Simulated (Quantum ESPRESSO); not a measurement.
# Mo (Im-3m) in Quantum ESPRESSO: reference runs, part 2 of 2

Quantum ESPRESSO 7.5.

### Step 3. Single point, PBE (cell strained at random at fixed volume)

Contents of pw.in:

```
&CONTROL
  calculation = 'scf'
  prefix = 'pwscf'
  outdir = './tmp'
  pseudo_dir = './pseudo'
  tprnfor = .true.
  tstress = .true.
  disk_io = 'nowf'
/
&SYSTEM
  ibrav = 0
  nat = 1
  ntyp = 1
  ecutwfc = 60
  nbnd = 13
  occupations = 'smearing'
  smearing = 'fd'
  degauss = 0.00367493
/
&ELECTRONS
  conv_thr = 2d-10
  electron_maxstep = 120
  mixing_beta = 0.5
/
ATOMIC_SPECIES
Mo    95.9500 Mo_ONCV_PBE-1.0.oncvpsp.upf
CELL_PARAMETERS angstrom
  -1.5943890000    1.5912960000    1.5845360000
   1.6123860000   -1.5430600000    1.5542960000
   1.6065880000    1.5552580000   -1.5362990000
ATOMIC_POSITIONS crystal
Mo    -0.0048930000   -0.0285050000   -0.0279780000
K_POINTS automatic
12 12 12 0 0 0
```

Potentials or basis: SSSP 1.3 efficiency PBE.

On the command line:

```bash
$ OMP_NUM_THREADS=1 pw.x -in pw.in > pw.out
```

pw.out:

```text
This program is part of the open-source Quantum ESPRESSO suite
     for quantum simulation of materials; please cite
         "P. Giannozzi et al., J. Phys.:Condens. Matter 21 395502 (2009);
         "P. Giannozzi et al., J. Phys.:Condens. Matter 29 465901 (2017);
         "P. Giannozzi et al., J. Chem. Phys. 152 154105 (2020);
     in publications or presentations arising from this work. More details at

     Subspace diagonalization in iterative solution of the eigenvalue problem:
     a serial algorithm will be used

     G-vector sticks info
     --------------------
     sticks:   dense  smooth     PW     G-vecs:    dense   smooth      PW
     Sum         479     479    175                 6731     6731    1531

     Using Slab Decomposition

     bravais-lattice index     =            0
     lattice parameter (alat)  =       5.2045  a.u.
     unit-cell volume          =     107.2420 (a.u.)^3
     number of atoms/cell      =            1
     number of atomic types    =            1
     number of electrons       =        14.00
     number of Kohn-Sham states=           13
     kinetic-energy cutoff     =      60.0000  Ry
     charge density cutoff     =     240.0000  Ry
     scf convergence threshold =      2.0E-10
     mixing beta               =       0.5000
     number of iterations used =            8  plain     mixing
     Exchange-correlation= PBE
                           (   1   4   3   4   0   0   0)

     celldm(1)=   5.204490  celldm(2)=   0.000000  celldm(3)=   0.000000
     celldm(4)=   0.000000  celldm(5)=   0.000000  celldm(6)=   0.000000

     crystal axes: (cart. coord. in units of alat)
               a(1) = (  -0.578915   0.577792   0.575338 )
               a(2) = (   0.585450  -0.560278   0.564358 )
               a(3) = (   0.583345   0.564707  -0.557823 )

     reciprocal axes: (cart. coord. in units 2 pi/alat)
               b(1) = ( -0.008098  0.862057  0.864226 )
               b(2) = (  0.850766 -0.016679  0.872806 )
               b(3) = (  0.852379  0.872250 -0.018292 )

     PseudoPot. # 1 for Mo read from file:
     Mo_ONCV_PBE-1.0.oncvpsp.upf
     Pseudo is Norm-conserving, Zval = 14.0
     Generated using ONCVPSP code by D. R. Hamann
     Using radial grid of 1526 points,  6 beta functions with:
                l(1) =   0
                l(2) =   0
                l(3) =   1
                l(4) =   1
                l(5) =   2
                l(6) =   2

     atomic species   valence    mass     pseudopotential
     Mo               14.00    95.95000     Mo( 1.00)

     No symmetry found

   Cartesian axes

     site n.     atom                  positions (alat units)
         1        Mo     tau(   1) = (  -0.0301764  -0.0026558  -0.0032954  )

     number of k points=   868  Fermi-Dirac smearing, width (Ry)=  0.0037

     Number of k-points >= 100: set verbosity='high' to print them.

     Dense  grid:     6731 G-vectors     FFT dimensions: (  25,  25,  25)

     Initial potential from superposition of free atoms

     starting charge      13.9990, renormalised to      14.0000
     Starting wfcs are   10 randomized atomic wfcs +    3 random wfcs

     Self-consistent Calculation

     iteration #  1     ecut=    60.00 Ry     beta= 0.50
     Davidson diagonalization with overlap
     ethr =  1.00E-02,  avg # of iterations =  3.4

     Threshold (ethr) on eigenvalues was too large:
     Diagonalizing with lowered threshold

     Davidson diagonalization with overlap
     ethr =  2.55E-04,  avg # of iterations =  1.4

     total energy              =    -137.14097277 Ry
     estimated scf accuracy    <       0.03672243 Ry

     iteration #  2     ecut=    60.00 Ry     beta= 0.50
     Davidson diagonalization with overlap
     ethr =  2.62E-04,  avg # of iterations =  1.9

     total energy              =    -137.14593130 Ry
     estimated scf accuracy    <       0.00165178 Ry

     iteration #  3     ecut=    60.00 Ry     beta= 0.50
     Davidson diagonalization with overlap
     ethr =  1.18E-05,  avg # of iterations =  2.1

     total energy              =    -137.14601203 Ry
     estimated scf accuracy    <       0.00026701 Ry

     iteration #  4     ecut=    60.00 Ry     beta= 0.50
     Davidson diagonalization with overlap
     ethr =  1.91E-06,  avg # of iterations =  1.6

     total energy              =    -137.14601929 Ry
     estimated scf accuracy    <       0.00000120 Ry

     iteration #  5     ecut=    60.00 Ry     beta= 0.50
     Davidson diagonalization with overlap
     ethr =  8.55E-09,  avg # of iterations =  2.9

     total energy              =    -137.14601998 Ry
     estimated scf accuracy    <       0.00000010 Ry

     iteration #  6     ecut=    60.00 Ry     beta= 0.50
     Davidson diagonalization with overlap
     ethr =  7.28E-10,  avg # of iterations =  1.6

     total energy              =    -137.14601999 Ry
     estimated scf accuracy    <          3.8E-09 Ry

     iteration #  7     ecut=    60.00 Ry     beta= 0.50
     Davidson diagonalization with overlap
     ethr =  2.71E-11,  avg # of iterations =  2.0

     total energy              =    -137.14601999 Ry
     estimated scf accuracy    <          2.2E-10 Ry

     iteration #  8     ecut=    60.00 Ry     beta= 0.50
     Davidson diagonalization with overlap
     ethr =  1.56E-12,  avg # of iterations =  2.0

     End of self-consistent calculation

     Number of k-points >= 100: set verbosity='high' to print the bands.

     the Fermi energy is    20.8335 ev

!    total energy              =    -137.14601999 Ry
     estimated scf accuracy    <          2.9E-11 Ry
     smearing contrib. (-TS)   =      -0.00017943 Ry
     internal energy E=F+TS    =    -137.14584056 Ry

     The total energy is F=E-TS. E is the sum of the following terms:
     one-electron contribution =     -20.86220679 Ry
     hartree contribution      =      18.49684225 Ry
     xc contribution           =     -15.63333809 Ry
     ewald contribution        =    -119.14713794 Ry

     convergence has been achieved in   8 iterations

     Forces acting on atoms (cartesian axes, Ry/au):

     atom    1 type  1   force =     0.00000000    0.00000000    0.00000000

     Total force =     0.000000     Total SCF correction =     0.000000

     Computing stress (Cartesian axis) and pressure

          total   stress  (Ry/bohr**3)                   (kbar)     P=      -18.04
  -0.00048115  -0.00005673  -0.00008608          -70.78       -8.34      -12.66
  -0.00005673   0.00002609  -0.00021780           -8.34        3.84      -32.04
  -0.00008608  -0.00021780   0.00008715          -12.66      -32.04       12.82

=------------------------------------------------------------------------------=
   JOB DONE.
=------------------------------------------------------------------------------=
```

Wall time 1.8 min (1 thread of Intel Xeon Platinum 8259CL at 2.50GHz (Skylake/Cascade Lake), shared host); peak memory 0.2 GiB.

What came out:

```yaml
Free_energy: -1865.9667 eV
Pressure: -1.8 GPa
Band_gap_on_the_k_mesh: none (metal or under the smearing width)
```

Stress tensor (GPa, compression positive):
```
-7.08 -0.83 -1.27
-0.83  0.38 -3.20
-1.27 -3.20  1.28
```

Levels at points of the mesh, in eV from the Fermi level:
| k point | band 5 | band 6 | band 7 | band 8 | band 9 | band 10 |
| --- | --- | --- | --- | --- | --- | --- |
| (0.00, 0.00, 0.00) | -7.14 | -1.63 | -1.25 | -1.04 | 1.50 | 1.86 |
| (0.00, 0.00, -0.50) | -5.18 | -3.20 | 1.46 | 1.55 | 2.32 | 4.56 |
| (0.00, -0.50, 0.00) | -5.18 | -3.24 | 1.45 | 1.60 | 2.37 | 4.55 |
| (0.00, -0.50, -0.50) | -5.24 | -3.41 | 1.77 | 1.98 | 2.22 | 4.86 |
| (-0.50, 0.00, 0.00) | -5.20 | -3.56 | 1.47 | 2.06 | 2.60 | 4.52 |
| (-0.50, 0.00, -0.50) | -5.19 | -3.19 | 1.49 | 1.64 | 2.23 | 4.68 |
| (-0.50, -0.50, 0.00) | -5.19 | -3.17 | 1.48 | 1.58 | 2.23 | 4.66 |
| (-0.50, -0.50, -0.50) | -5.32 | -5.25 | 3.61 | 3.91 | 4.22 | 8.60 |
